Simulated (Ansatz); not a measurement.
**Ionic part of the dielectric constant of CaF2 at 12 GPa, mode by mode**

All numbers below come from DFT PBE, scalar-relativistic, plane waves, PAW (Ansatz). Plane waves to 420 eV; Γ-centred k mesh 8×8×8; fixed occupations. No spin polarisation. Phonons by linear response, acoustic sum rule imposed.

It takes space group Fm-3m (No. 225, cubic). Conventional cell: a = 5.297 Å, b = 5.297 Å, c = 5.297 Å, α = 90.00°, β = 90.00°, γ = 90.00°. Around Ca (site symmetry m-3m) lie 8 F at 2.29 Å. F (site symmetry -43m) is surrounded by 4 Ca at 2.29 Å.

The real crystal has changed phase below this pressure.

The primitive cell has V = 37.16 Å³ and ε∞,yy = 2.343. Each polar mode adds Δε = (4.92064×10⁷/V)·S/ν² along y, with S its oscillator strength in e²/amu, ν in cm⁻¹ and V in Å³.

Q: From these modes, find each Δε and ε0,yy.
| ν (cm⁻¹) | S_yy (e²/amu) |
| --- | --- |
| 307.6 | 0.2933 |

A:
| ν (cm⁻¹) | Δε |
| --- | --- |
| 307.6 | 4.10 |

The sum is 4.104, so ε0,yy = 6.45; the run's tensor has 6.45.

Q: Where do the longitudinal modes lie for a wave vector along y?

A: At 510 cm⁻¹. The Lyddane–Sachs–Teller product Π(ν_LO/ν_TO)² = 2.75 matches ε0/ε∞ = 2.75.

The lattice supplies the larger share of the static permittivity: its contribution of 4.10 exceeds the whole electronic value of 2.343. All of it comes from one polar mode because fluorite has a single infrared-active optical triplet at Γ, in which the Ca sublattice moves against the two F sublattices. The Raman-active triplet, with the fluorines moving in opposition, carries no dipole. Large, opposite effective charges make the polar displacement a strong dipole, while tightly bound F 2p electrons and a wide gap keep the electronic response small. That weak electronic screening also leaves a strong macroscopic field to stiffen the longitudinal vibration, lifting it from 307.6 to 510 cm⁻¹. The electronic permittivity is probably somewhat too high, as semilocal functionals commonly overestimate it in wide-gap fluorides, which would slightly understate this splitting. The Lyddane–Sachs–Teller agreement confirms internal consistency rather than the accuracy of either permittivity. A single volume cannot show how far compression hardens the transverse mode and thereby reduces the ionic response.
